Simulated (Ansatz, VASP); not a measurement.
## W: VASP beside Ansatz

```
W
1.0
    -0.06090    1.99955    1.99955
     1.99955   -0.06090    1.99955
     1.99955    1.99955   -0.06090
W
1
Direct
  0.00000 0.00000 0.00000
```

Change from the starting cell: equal xy, yz and zx shear strains of -3 %, PAW files.

Alike in both runs: task electric field gradients; functional PBE; k mesh 14 × 14 × 14; occupations fermi-dirac, width 0.05 eV; no spin polarisation.

|  | VASP | Ansatz |
| --- | --- | --- |
| version | VASP 6.6.1 | Ansatz 0.2.0 |
| potentials or method | VASP PAW PBE potentials, release 64 (W_sv) | PAW with Ansatz's default frozen-core files, scalar-relativistic |
| plane-wave cutoff (eV) | 520 | 420 |
| valence electrons in the cell | 14 | 14 |

VASP gave:

- pressure (GPa): -3.6
- largest component of the traceless stress (GPa): 3.13
- Vzz of the field gradient on the site that differs most (V/Å²): -23.1

Problem. Estimate Ansatz's values.

Solution. Pressure (GPa): -4.0; largest component of the traceless stress (GPa): 3.11; Vzz of the field gradient on the site that differs most (V/Å²): -29.6.

Ansatz warned: «gradients_without_spin_orbit».

Spin-orbit coupling is left out, which matters for the levels of W.
